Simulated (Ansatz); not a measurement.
AlNi: equilibrium cell

Method: plane-wave DFT with PAW (Ansatz; 420 eV, 500 eV for r²SCAN). Each run relaxes cell and atoms to zero pressure from this start:

```
Al Ni
1.0
     1.93869   -1.95319    0.00000
     1.93869    1.95319    0.00000
     0.00000    0.00000    3.09943
Al Ni
1 1
Cartesian
  0.0000 0.0000 0.0000
  1.9387 0.0000 1.5497
```

```
Γ-centred k-mesh : 16×16×14
occupation rule  : Gaussian smearing, 0.1 eV
spin treatment   : unpolarised
```

Lengths are those of the conventional cell, space group P4/mmm.

| functional | a (Å) | c (Å) | volume (Å³/atom) | gap on mesh (eV) |
| --- | --- | --- | --- | --- |
| LDA | 2.829 | 2.840 | 11.36 | metal |
| PBEsol | 2.859 | 2.869 | 11.72 | metal |
| PBE | 2.889 | 2.901 | 12.11 | metal |
| r2SCAN | 2.860 | 2.870 | 11.74 | metal |

Cost: 4 runs of about 5.2 core-minutes in all, on Intel Xeon Platinum 8488C (Sapphire Rapids) (shared hosts).